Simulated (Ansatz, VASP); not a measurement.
# One calculation of KI, two programs

```xyz
2
Lattice="0.0000 3.9659 3.9659 3.9659 0.0000 3.9659 3.9659 3.9659 0.0000" Properties=species:S:1:pos:R:3 pbc="T T T"
K     0.0000    0.0000    0.0000
I     1.9829    1.9829    1.9829
```

The cell was built by a generator and needn't be a form met in nature.

Alike in both runs: task single point; functional HSE06; k mesh 4 × 4 × 4; no spin polarisation.

```csv
,VASP,Ansatz
version,VASP 6.6.1,Ansatz 0.2.0
potentials or method,"VASP PAW PBE potentials, release 64 (K_sv, I)","plane waves, PAW"
plane-wave cutoff (eV),520,420
occupations,"gaussian, width 0.01 eV",fixed
valence electrons in the cell,16,26
```

|  | VASP | Ansatz | Ansatz less VASP |
| --- | --- | --- | --- |
| gap on the k mesh at the Fermi level (eV) | 4.88 | 4.88 | +0.005 |
| pressure (GPa) | 0.1 | 0.1 | 0.00 |

The two sets of potentials don't hold the same shells in valence. Ansatz warned: «stress_exchange_threshold_loose».

Caveats: the PAW data sets were made with another functional, which shifts forces and pressure a little (VASP); spin-orbit coupling is left out, which moves the levels of the heavy elements.
